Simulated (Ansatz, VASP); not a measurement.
# LiF: VASP beside Ansatz

```xyz
2
Lattice="0.0000 2.0273 2.0273 2.0273 0.0000 2.0273 2.0273 2.0273 0.0000" Properties=species:S:1:pos:R:3 pbc="T T T"
Li    0.0000    0.0000    0.0000
F     2.0273    2.0273    2.0273
```

Change from the starting cell: volume scaled by 1.02, crystal datasets.

Alike in both runs: task electric field gradients; functional LDA; k mesh 10 × 10 × 10; occupations fermi-dirac, width 0.03 eV; no spin polarisation.

```csv
,VASP,Ansatz
version,VASP 6.6.1,Ansatz 0.2.0
potentials or method,"VASP PAW LDA potentials, release 64 (Li_sv, F), cutoff 520 eV","all-electron PAW with datasets made for the crystal, scalar-relativistic"
```

|  | VASP | Ansatz | Ansatz less VASP |
| --- | --- | --- | --- |
| gap on the k mesh at the Fermi level (eV) | 8.66 | 8.65 | -0.011 |
| Vzz of the field gradient on the site that differs most (V/Å²) | 0.0 | 0.0 | 0.00 |

Ansatz ran all-electron here, so the differences hold the error of VASP's frozen core and of both bases.

 A k mesh can miss the band edges.
